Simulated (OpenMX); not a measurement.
**LiF (Griceite) under changes of volume**

One of the cells (8.169 Å³/atom); the others are scaled copies at fixed shape and fractional positions:

```
F Li
1.0
     0.00000    2.01400    2.01400
     2.01400    0.00000    2.01400
     2.01400    2.01400    0.00000
F Li
1 1
Cartesian
  2.0140 2.0140 2.0140
  0.0000 0.0000 0.0000
```

```yaml
Program: OpenMX 3.8.5
Functional: LDA
Potentials_or_basis: OpenMX 2013 LDA set, F6.0-s2p2d1, Li8.0-s3p2, fixed grid of 28 × 28 × 28 points
k_mesh: 11 × 11 × 11
Occupations: fermi-dirac, width 0.05 eV
Spin: no spin polarisation
```

```csv
volume (Å³/atom),energy over the lowest point (meV/atom),gap on the mesh (eV)
7.679,0.00,9.36
7.842,1.71,9.15
8.006,?,?
8.169,9.79,8.78
8.333,15.81,8.60
8.496,22.89,8.44
8.659,31.01,8.28
```

Problem. What does the run at 8.006 Å³/atom give?

Solution. Energy over the lowest point 5.07 meV/atom; gap on the mesh 8.96 eV.

Worked out: A Birch-Murnaghan fit of order 3 (a polynomial in V^(-2/3)) to the other rows has its minimum at 7.60 Å³/atom, just outside them, with B0 = V·E''(V) = 86 GPa and B' = 4.5. It gives 5.05 meV/atom at 8.006 Å³/atom, against the run's 5.07. A straight line through the other rows of the gap, of slope -8.98 eV per unit of ln V (its deformation potential), gives 8.97 eV, against the run's 8.96.

Energies are extrapolated to zero smearing.

Caveats: an odd mesh through Γ misses points on the zone boundary, where band edges often lie; the basis of atomic orbitals isn't converged, which shifts pressures, moduli and gaps.
